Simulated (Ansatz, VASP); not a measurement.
Two plane-wave programs on W

File INCAR:

```
PREC = Accurate
ENCUT = 520
EDIFF = 1E-6
ISMEAR = 0
SIGMA = 0.1
LREAL = False
LASPH = True
NELM = 100
ALGO = Fast
ISIF = 2
LWAVE = False
LCHARG = True
GGA = PE
LELF = True
LVHAR = True
NBANDS = 13
```

The input KPOINTS:

```
regular mesh
0
Gamma
  18 18 18
```

POSCAR

```
W
1.0
    0.2436000000      1.9535502000      1.9535502000
    2.1971502000      0.0000000000      2.1971502000
    2.1971502000      2.1971502000      0.0000000000
W
1
Direct
    0.0000000000      0.0000000000      0.0000000000
```

Input for Ansatz:

```yaml
crystal:
  lattice:
    - [0.2436, 1.9535502, 1.9535502]
    - [2.1971502, 0.0, 2.1971502]
    - [2.1971502, 2.1971502, 0.0]
  atoms:
    - { symbol: W, position: [0.0, 0.0, 0.0] }
basis:
  ecutwfc: 420
kpoints:
  mp_grid: { grid: [18, 18, 18] }
hamiltonian:
  xc: pbe
scf:
  occupations: { method: gaussian, width: 0.1 }
output:
  forces: true
  stress: true
  eigenvalues: true
```

Alike in both runs: task single point; functional PBE; k mesh 18 × 18 × 18; occupations gaussian, width 0.1 eV; no spin polarisation.

|  | VASP | Ansatz |
| --- | --- | --- |
| version | VASP 6.6.1 | Ansatz 0.2.0 |
| potentials or method | VASP PAW PBE potentials, release 64 (W_sv) | scalar-relativistic, plane waves, PAW |
| plane-wave cutoff (eV) | 520 | 420 |
| valence electrons in the cell | 14 | 14 |

Ansatz gave:

- gap on the k mesh at the Fermi level (eV): none
- pressure (GPa): -14.8
- largest component of the traceless stress (GPa): 2.00

Estimate VASP's values.

gap on the k mesh at the Fermi level (eV): none; pressure (GPa): -14.5; largest component of the traceless stress (GPa): 2.07.

A gap of «none» marks a metal or a gap that the smearing closes. With one functional, cell and mesh, what is left measures potentials, basis and numerics.

The runs have no spin-orbit coupling, so splittings on W are missing.
